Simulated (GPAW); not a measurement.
Crystal: GaN.

```
CELL_PARAMETERS angstrom
0.00000 2.25350 2.25350
2.25350 0.00000 2.25350
2.25350 2.25350 0.00000
ATOMIC_POSITIONS crystal
Ga 0.00000 0.00000 0.00000
N 0.75000 0.75000 0.75000
```

The cell is a database's computed one.

Program: GPAW 26.7.0. Alike in all runs: potentials or basis GPAW PAW data sets (gpaw-data 1.2.1), pw; cell as given; smearing fermi-dirac 0.05 eV.

Q: Order these runs on this cell by their band gap on the k mesh, lowest first.
A. level vdW-DF-cx; spin SOC, no magnetisation; k mesh 10 × 10 × 10; cutoff (eV) 800; maxiter 150; band path GXWKGLUWLK,UX; band points 60; spin axis theta (degrees) 90; spin axis phi (degrees) 0; mesh quality not flagged
B. level HSE06; spin off; k mesh 5 × 5 × 5; cutoff (eV) 600; maxiter 60; mesh quality coarse
C. level B3LYP; spin off; k mesh 5 × 5 × 5; cutoff (eV) 600; maxiter 60; mesh quality coarse
D. level mBEEF; spin SOC, no magnetisation; k mesh 10 × 10 × 10; cutoff (eV) 800; maxiter 150; band path GXWKGLUWLK,UX; band points 60; spin axis theta (degrees) 0; spin axis phi (degrees) 0; mesh quality not flagged

A: A (1.86 eV), D (2.24 eV), B (3.03 eV), C (3.49 eV).

Caveats: some runs use coarse meshes; spin-orbit coupling was added after a scalar SCF, so levels and gaps hold it while energy, forces, pressure and moments don't (some runs); this program's spin-orbit splittings come out too wide for heavy elements (some runs).

Runs at the PBE level aren't shown here.
